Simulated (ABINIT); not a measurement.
Runs of ABINIT 10.8.3 (patched build) on InPd. The structure is cubic, space group Pm-3m (No. 221). Conventional cell: a = 3.272 Å, b = 3.272 Å, c = 3.272 Å, α = 90.00°, β = 90.00°, γ = 90.00°. In (site symmetry m-3m) is surrounded by 8 Pd at 2.83 Å. Around Pd (site symmetry m-3m) lie 8 In at 2.83 Å. The cell comes from a database or a generator and needn't be the stable form of this composition.

```tsv
task	level	potentials or basis	cell	k mesh	cutoff (eV)	smearing	bands in the sums	broadening (eV)	scissor shift (eV)	tensor components	cell freedom (optcell)	gap on the mesh (eV)	pressure (GPa)	relaxed volume (Å³/atom)
optical spectrum	PBEsol	PseudoDojo NC SR PBEsol v0.4.1 standard	as given	12 × 12 × 12, shifted	1007	fermi-dirac 0.2 eV	22	0.05	0	[11]	-	-	-2.8	-
relaxation of cell and atoms	PBEsol	JTH PAW PBE v2.0	relaxed	6 × 6 × 6	599	fermi-dirac 0.05 eV	-	-	-	-	2	none	0.0	17.15
relaxation of cell and atoms	PBEsol	PseudoDojo NC SR PBEsol v0.4.1 standard	relaxed	6 × 6 × 6	1116	fermi-dirac 0.05 eV	-	-	-	-	2	none	0.0	(a)
single point	PBEsol	PseudoDojo NC SR PBEsol v0.4.1 standard	as given	6 × 6 × 6	1007	fermi-dirac 0.05 eV	-	-	-	-	-	none	(b)	-
relaxation of cell and atoms	LDA	PseudoDojo NC SR LDA v0.4.1 standard	relaxed	6 × 6 × 6	1116	fermi-dirac 0.05 eV	-	-	-	-	2	none	0.0	16.62
```

Alike in all rows: no spin polarisation.

**Question.** Fill in the values left out.

**Answer.** (a) 17.18; (b) -2.9.

Caveats: the intraband (Drude) term is left out (some runs); spectra need much finer meshes, so this one isn't converged (some runs); the PAW data sets were made with another functional, which shifts forces and pressure a little (some runs).

A k mesh can miss the band edges, and the runs leave out spin-orbit coupling on In, Pd.

A gap of «none» marks a metal or a gap under the smearing width.

Not every run made on this cell is shown here.
